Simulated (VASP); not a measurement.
Write the native input for VASP 6.6.1 that does the following.

| Item | Value |
| --- | --- |
| Task | relaxation of cell and atoms |
| Functional | PBEsol |
| Potentials or basis | VASP PAW PBE potentials, release 64 (Al, Pt) |
| Cutoff | 600 eV |
| k mesh | 8 × 8 × 8 |
| Occupations | methfessel-paxton, width 0.1 eV |
| Spin | no spin polarisation |
| Further INCAR settings | ALGO = Normal; EDIFF = 1e-06; IBRION = 2; EDIFFG = -0.01; NSW = 90; ISIF = 3 |

The structure of AlPt lies in POSCAR:

```
AlPt
1.0
    4.8789320700      0.0000000000      0.0000000000
    0.0000000000      4.8789320700      0.0000000000
    0.0000000000      0.0000000000      4.8789320700
Al Pt
4 4
Direct
    0.8440321000      0.8440321000      0.8440321000
    0.6559679000      0.1559679000      0.3440321000
    0.3440321000      0.6559679000      0.1559679000
    0.1559679000      0.3440321000      0.6559679000
    0.1550630600      0.1550630600      0.1550630600
    0.3449369400      0.8449369400      0.6550630600
    0.6550630600      0.3449369400      0.8449369400
    0.8449369400      0.6550630600      0.3449369400
```

The cell is a database's computed one.

These files were run (other wordings do the same):

INCAR

```
SYSTEM = AlPt
ALGO = Normal ; EDIFF = 1E-6
EDIFFG = -0.01 ; ENCUT = 600
GGA = PS ; IBRION = 2
ISIF = 3 ; ISMEAR = 1
KPAR = 4 ; LASPH = .True.
LCHARG = .False. ; LREAL = .False.
LWAVE = .False. ; NELM = 80
NSW = 90 ; PREC = Accurate
SIGMA = 0.1
```

KPOINTS

```
k-points
0
Gamma
  8 8 8
  0 0 0
```

Potentials or basis: VASP PAW PBE potentials, release 64 (Al, Pt).

Launch:

```console
$ cat potpaw_PBE.64/Al/POTCAR potpaw_PBE.64/Pt/POTCAR > POTCAR
$ mpirun -np 4 vasp_std > vasp.out
```

Results of the run:

```json
{
  "Relaxed volume": "14.42 Å³/atom",
  "Relaxed cell": "a = 4.868 Å, b = 4.868 Å, c = 4.868 Å, α = 90.00°, β = 90.00°, γ = 90.00°",
  "Space group after relaxing (to 0.05 Å)": "P2_13 (No. 198)",
  "Energy gained by relaxing": "0.6 meV/atom",
  "Ionic steps": "7",
  "Pressure after relaxing": "0.0 GPa",
  "Band gap on the k mesh": "none (metal or under the smearing width)"
}
```

Caveat: the PAW data sets were made with another functional, which shifts forces and pressure a little.

Run time: 2.6 min on 4 MPI ranks on Intel(R) Xeon(R) Platinum 8488C (Sapphire Rapids) (shared host), peak memory 0.35 GiB a rank.
